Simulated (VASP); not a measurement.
Wanted: an ASE script for a VASP 6.6.1 run.

- Task: single point
- Functional: vdW-DF2
- Potentials or basis: VASP PAW PBE potentials, release 64 (Cd)
- Cutoff: 520 eV
- k mesh: 10 × 10 × 10
- Occupations: tetrahedron
- Spin: no spin polarisation
- Further INCAR settings: ALGO = Normal; EDIFF = 1.00e-06

Crystal: Cd.

```
Cd
1.0
     1.60803    0.92840    2.44929
    -1.60803    0.92840    2.44929
     0.00000   -1.85679    2.44929
Cd
1
Direct
  0.00000 0.00000 0.00000
```

This isn't the form of Cd at room conditions, which is hcp.

The input as run:

run.py

```python
from ase.calculators.vasp import Vasp
from ase.dft.bandgap import bandgap
from ase.spacegroup import crystal

atoms = crystal(
    ['Cd'],
    basis=[[0.0, 0.0, 0.0]],
    spacegroup=166,
    setting=1,
    cellpar=[3.2160583, 3.2160583, 7.34786223, 90.0, 90.0, 120.0],
    primitive_cell=True,
)
calc = Vasp(
    directory='calc',
    xc='vdw-df2',
    pp='PBE',
    setups='recommended',
    prec='Accurate',
    encut=520,
    ediff=1e-06,
    ismear=-5,
    sigma=0.05,
    lreal=False,
    lasph=True,
    nelm=60,
    algo='Normal',
    isif=2,
    lwave=False,
    lcharg=False,
    kpts=[10, 10, 10],
    gamma=True,
)
atoms.calc = calc

print('energy (eV):', atoms.get_potential_energy())
print('free energy (eV):', atoms.get_potential_energy(force_consistent=True))
print('forces (eV/A):')
print(atoms.get_forces())
print('stress (eV/A^3, Voigt):', atoms.get_stress())
print('Fermi level (eV):', calc.get_fermi_level())
gap, top, bottom = bandgap(calc)
print('band gap (eV):', gap, 'from (spin, k, band)', top, 'to', bottom)
```

Potentials or basis: VASP PAW PBE potentials, release 64 (Cd).

Command:

```bash
$ python run.py
```

Results of the run:

- Pressure: 9.4 GPa
- Band gap on the k mesh: none (metal or under the smearing width)

Caveat: the PAW data sets were made with another functional, which shifts forces and pressure a little; tetrahedron occupations give inexact forces and stress in metals.

Run time: 36 s on 1 thread of Intel(R) Xeon(R) Platinum 8488C (Sapphire Rapids) (shared host), peak memory 0.28 GiB.
